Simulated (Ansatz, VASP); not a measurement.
## One calculation of ZrSe2, two programs

INCAR

```
SYSTEM = ZrSe2
ALGO     = Normal         ! electronic algorithm
EDIFF    = 1E-7           ! SCF threshold, eV
ENCUT    = 520            ! plane-wave cutoff, eV
GGA      = PE             ! functional
ISIF     = 2              ! what is computed and relaxed
ISMEAR   = -1             ! smearing method
LASPH    = .True.         ! aspherical terms in the spheres
LCHARG   = .False.        ! write CHGCAR
LREAL    = .False.        ! projectors in reciprocal space
LWAVE    = .False.        ! write WAVECAR
NBANDS   = 19             ! bands
NELM     = 100            ! most SCF steps
PREC     = Accurate       ! precision mode
SIGMA    = 0.05           ! smearing width, eV
```

Contents of KPOINTS:

```
k-points
0
Gamma
  8 8 5
  0 0 0
```

Contents of POSCAR:

```
ZrSe2
1.0
    3.8231530509      0.0000000000      0.0000000000
   -1.9115765255      3.3109476647      0.0000000000
    0.0000000000      0.0000000000      6.2330078176
Zr Se
1 2
Direct
    0.0000000000      0.0000000000      0.0000000000
    0.6666666667      0.3333333333      0.7500000000
    0.3333333333      0.6666666667      0.2500000000
```

Contents of input.yaml:

```yaml
crystal:
  lattice:
    - [3.8231530509, 0.0, 0.0]
    - [-1.9115765255, 3.3109476647, 0.0]
    - [0.0, 0.0, 6.2330078176]
  atoms:
    - { symbol: Zr, position: [0.0, 0.0, 0.0] }
    - { symbol: Se, position: [0.6666666667, 0.3333333333, 0.75] }
    - { symbol: Se, position: [0.3333333333, 0.6666666667, 0.25] }
hamiltonian:
  xc: pbe
  pseudopotentials: { kind: paw }
kpoints:
  mp_grid: { grid: [8, 8, 5] }
scf:
  occupations: { method: fermi_dirac, width: 0.05 }
output:
  forces: true
  stress: true
  eigenvalues: true
  write_density: true
  write_potential: true
  elf: true
  volumetric_format: npy
```

Change from the starting cell: volume scaled by 1.02.

Alike in both runs: task single point; functional PBE; k mesh 8 × 8 × 5; occupations fermi-dirac, width 0.05 eV; no spin polarisation.

```csv
,VASP,Ansatz
version,VASP 6.6.1,Ansatz 0.2.0
potentials or method,"VASP PAW PBE potentials, release 64 (Zr_sv, Se)",Ansatz PAW
plane-wave cutoff (eV),520,420
valence electrons in the cell,24,44
```

VASP gave:

- gap on the k mesh at the Fermi level (eV): 0.43
- least direct gap on the mesh (eV): 1.05
- pressure (GPa): 0.4
- largest component of the traceless stress (GPa): 1.21
- rms of the force components (eV/Å): 0.042

Q: What did Ansatz give for the same quantities?

A: gap on the k mesh at the Fermi level (eV): 0.43; least direct gap on the mesh (eV): 1.06; pressure (GPa): 0.4; largest component of the traceless stress (GPa): 1.21; rms of the force components (eV/Å): 0.034.

Atom by atom the forces differ by 0.008 eV/Å (rms over components). The two sets of potentials don't hold the same shells in valence.

Caveats: this functional lacks dispersion, which binds the layers, so the pressure and a relaxed spacing across them are unreliable; an odd mesh through Γ misses points on the zone boundary, where band edges often lie (VASP); odd divisions of the mesh miss points on the zone boundary, where band edges often lie, so the gap on the mesh can be too wide (Ansatz).
